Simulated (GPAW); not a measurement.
Ga in GPAW: convergence with plane-wave cutoff (eV)

Input of the first run (plane-wave cutoff (eV) 200); the others differ in this setting and in those tied to it:

The input run.py:

```python
from ase.dft.bandgap import bandgap
from ase.io import read, write
from ase.units import GPa
from gpaw import GPAW, PW

atoms = read('Ga.xyz')

calc = GPAW(mode=PW(200),
            xc='RPBE',
            kpts={'size': (6, 6, 5), 'gamma': True},
            occupations={'name': 'fermi-dirac', 'width': 0.05},
            nbands=10,
            convergence={'density': 1e-05, 'energy': 1e-05},
            maxiter=100,
            txt='gpaw.txt')
atoms.calc = calc
energy = atoms.get_potential_energy()
forces = atoms.get_forces()
stress = atoms.get_stress()
calc.write('gs.gpw')
write('result.traj', atoms)
print(f'Energy: {energy:.6f} eV')
print('Forces (eV/A):')
print(forces.round(4))
print('Stress (GPa):', (stress / GPa).round(3))
print('Fermi level:', round(calc.get_fermi_level(), 4), 'eV')
print(f'Gap: {bandgap(calc)[0]:.4f} eV, direct: {bandgap(calc, direct=True)[0]:.4f} eV')
```

Contents of Ga.xyz:

```xyz
2
Lattice="1.3830000000 -4.0265000000 0.0000000000 1.3830000000 4.0265000000 0.0000000000 -0.1174474948 0.0000000000 3.3299294416" Properties=species:S:1:pos:R:3 pbc="T T T"
Ga     1.1707203098      2.9814782960      2.6133752448
Ga     1.3745853500     -2.9798314575      0.8430215871
```

Potentials or basis: the program's PAW data sets (release 1.2.1) made for this functional, pw.

Run with:

```console
$ OMP_NUM_THREADS=1 python run.py
```

The cell isn't the ideal one: atoms moved at random, drawn with an rms of 0.1 Å.

This isn't the form of Ga at room conditions, which is orthorhombic.

Hardware: 1 thread of Intel(R) Xeon(R) Platinum 8488C (Sapphire Rapids), on a shared host.

Q: The values tried are 200, 250, 300, 350, 400, 500, 600, 800, 1000, loosest first. From which on does the energy stay within 1 meV/atom of the tightest run that finished?

A: From 350 on.

```csv
plane-wave cutoff (eV),"energy less the tightest run, at zero smearing (meV/atom)",pressure (GPa),SCF cycles,CPU time (s),peak memory (GiB)
200,2.53,4.15,9,9.3,0.12
250,1.68,4.23,9,6.4,0.13
300,1.41,4.18,9,9,0.13
350,0.86,4.18,9,8.5,0.14
400,0.65,4.19,9,8.4,0.14
500,0.51,4.19,9,16,0.16
600,0.40,4.19,9,13,0.17
800,0.09,4.18,9,24,0.2
1000,0.00,4.19,9,23,0.23
```

Against the tightest run, the pressure stays within 0.1 GPa from 200 on. The tightest run that finished is the yardstick and may itself not be fully converged.

Caveat, for the tightest run too: the k mesh is coarse (spacing up to 0.40 Å⁻¹), so the values aren't converged; the program warned that so skewed a cell can give wrong results.
